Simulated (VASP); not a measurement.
Wanted: the native input for a VASP 6.6.1 run.

```
Task                   : band structure
Functional             : r2SCAN
Potentials or basis    : VASP PAW PBE potentials, release 64 (N, B)
Cutoff                 : 520 eV
k mesh                 : 12 × 12 × 12
Occupations            : fermi-dirac, width 0.05 eV
Spin                   : no spin polarisation
Further INCAR settings : ALGO = Normal; EDIFF = 1e-06
```

The structure of BN lies in POSCAR:

```
BN
1.0
    1.2511217832      0.7223354983      3.3729344033
   -1.2511217832      0.7223354983      3.3729344033
    0.0000000000     -1.4446709966      3.3729344033
N B
1 1
Direct
    0.6672382000      0.6672382000      0.6672382000
    0.0003288000      0.0003288000      0.0003288000
```

The cell is a database's computed one.

The input as run:

INCAR

```
  ALGO = Normal
  EDIFF = 1E-6
  ENCUT = 520
  ISIF = 2
  ISMEAR = -1
  LASPH = True
  LCHARG = False
  LMIXTAU = True
  LREAL = False
  LWAVE = False
  METAGGA = R2SCAN
  NELM = 100
  PREC = Accurate
  SIGMA = 0.05
```

KPOINTS

```
k-points
0
Gamma
  12 12 12
```

KPOINTS_OPT

```
path GLB1,BZGX,QFP1Z,LP
10
line-mode
reciprocal
 0.0000000000  0.0000000000  0.0000000000  G
 0.5000000000  0.0000000000  0.0000000000  L

 0.5000000000  0.0000000000  0.0000000000  L
 0.5000000000  0.1972419765 -0.1972419765  B1

 0.8027580235  0.5000000000  0.1972419765  B
 0.5000000000  0.5000000000  0.5000000000  Z

 0.5000000000  0.5000000000  0.5000000000  Z
 0.0000000000  0.0000000000  0.0000000000  G

 0.0000000000  0.0000000000  0.0000000000  G
 0.3486209883  0.0000000000 -0.3486209883  X

 0.6513790117  0.3486209883  0.0000000000  Q
 0.5000000000  0.5000000000  0.0000000000  F

 0.5000000000  0.5000000000  0.0000000000  F
 0.6513790117  0.6513790117  0.1972419765  P1

 0.6513790117  0.6513790117  0.1972419765  P1
 0.5000000000  0.5000000000  0.5000000000  Z

 0.5000000000  0.0000000000  0.0000000000  L
 0.8027580235  0.3486209883  0.3486209883  P
```

Potentials or basis: VASP PAW PBE potentials, release 64 (N, B).

Run with:

```console
$ cat potpaw_PBE.64/N/POTCAR potpaw_PBE.64/B/POTCAR > POTCAR
$ mpirun -np 1 vasp_std > vasp.out
```

It gave:

```
Pressure                : 0.1 GPa
Largest force           : 0.008 eV/Å
Band gap on the k mesh  : 4.84 eV, indirect (least direct gap 5.39 eV)
Band gap along the path : 4.78 eV, indirect (least direct gap 5.41 eV)
```

Caveat: the PAW data sets were made with another functional, which shifts forces and pressure a little.

Wall time 2.9 min on 1 thread of Intel(R) Xeon(R) 6975P-C (Granite Rapids) (shared host), peak memory 0.18 GiB.
